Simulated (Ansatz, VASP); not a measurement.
## Two plane-wave programs on Rh

```
Rh
1.0
     0.00000    1.90155    1.90155
     1.90155    0.00000    1.90155
     1.90155    1.90155    0.00000
Rh
1
Direct
  0.00000 0.00000 0.00000
```

Alike in both runs: task single point; functional r2SCAN; k mesh 24 × 24 × 24; occupations gaussian, width 0.15 eV; no spin polarisation.

```csv
,VASP,Ansatz
version,VASP 6.6.1,Ansatz 0.2.0
potentials or method,"VASP PAW PBE potentials, release 64 (Rh_pv)","scalar-relativistic, plane waves, PAW"
plane-wave cutoff (eV),520,500
valence electrons in the cell,15,17
```

```csv
,VASP,Ansatz,Ansatz less VASP
gap on the k mesh at the Fermi level (eV),none,none,-
pressure (GPa),0.6,-0.7,-1.20
```

A gap of «none» marks a metal or a gap that the smearing closes. The two sets of potentials don't hold the same shells in valence.

Caveats: the PAW data sets were made with another functional, which shifts forces and pressure a little (VASP).
